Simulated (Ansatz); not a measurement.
## Phases of HfN at 55 GPa

Structure types of HfN are relaxed in primitive cells with their symmetry kept at 55 GPa, on PAW files; LAPW relaxes the small cells further and takes the PAW cell for the others (marked *). The enthalpy is E + pV at zero temperature, without zero-point motion. Only the types listed were tried, and differences under about 5 meV/atom are mesh noise. The real phase may be another.

All numbers are PBE results (scalar-relativistic) from Ansatz 0.2.0, with Fermi–Dirac smearing of 0.08 eV, no spin polarisation. Methods: LAPW: all electrons, basis error target 0.5 meV/atom; PAW: frozen-core files, cutoff 420 eV.

k meshes: rocksalt 16×16×16, CsCl 14×14×14, WC 15×15×14, NiAs 10×10×6, zincblende 15×15×15.

Spin–orbit coupling is left out, which matters for the heavy atoms.

Question: Order the types by LAPW enthalpy, lowest first.
A. WC
B. NiAs
C. rocksalt
D. CsCl
E. zincblende

Answer: C (0 meV/atom), A (461 meV/atom), B (473 meV/atom), D (806 meV/atom), E (1106 meV/atom).

| start type | ends as | a, b, c (Å) | V (Å³/atom) | H − H(lowest), LAPW (meV/atom) | same, PAW |
| --- | --- | --- | --- | --- | --- |
| rocksalt | rocksalt, Fm-3m | 4.324, 4.324, 4.324 | 10.11 | 0.0 | 0.0 |
| CsCl | CsCl, Pm-3m | 2.674, 2.674, 2.674 | 9.56 | 806.4 | 805.8 |
| WC | WC, P-6m2 | 2.918, 2.918, 2.781 | 10.26 | 461.1 | 461.3 |
| NiAs* | NiAs, P6_3/mmc | 2.969, 2.969, 5.445 | 10.39 | 472.9 | 473.0 |
| zincblende | zincblende, F-43m | 4.606, 4.606, 4.606 | 12.21 | 1105.6 | 1106.5 |

Question: Split the lead of rocksalt over WC into energy and pV.

Answer: For WC less rocksalt: ΔE = +410.6 meV/atom, and p·ΔV = 55 GPa × +0.1472 Å³ × 6.242 meV/(GPa·Å³) = +50.5 meV/atom, together 461.1 meV/atom. rocksalt wins on both counts.
